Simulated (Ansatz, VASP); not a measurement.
## One calculation of Al, two programs

```
Al
1.0
     2.85774    0.00000    0.00000
     0.00000    4.04146    0.00000
     0.00000    0.00000   19.28661
Al
4
Direct
  0.50000 0.50000 0.39317
  0.00000 0.00000 0.46038
  0.50000 0.50000 0.53962
  0.00000 0.00000 0.60683
```

Alike in both runs: functional PBE; k mesh 12 × 9 × 1; occupations gaussian, width 0.1 eV; no spin polarisation.

Ansatz relaxed the structure, and its values are those at the end. VASP's run is a single point on that final structure, the one shown.

|  | VASP | Ansatz |
| --- | --- | --- |
| version | VASP 6.6.1 | Ansatz 0.2.0 |
| potentials or method | VASP PAW PBE potentials, release 64 (Al) | scalar-relativistic, plane waves, PAW |
| plane-wave cutoff (eV) | 520 | 420 |
| valence electrons in the cell | 12 | 12 |

|  | VASP | Ansatz | Ansatz less VASP |
| --- | --- | --- | --- |
| gap on the k mesh at the Fermi level (eV) | none | none | - |
| work function, face that differs most (eV) | 4.12 | 4.12 | -0.003 |

A gap of «none» marks a metal or a gap that the smearing closes. Ansatz warned: «xc_potential_rough_in_thin_density».
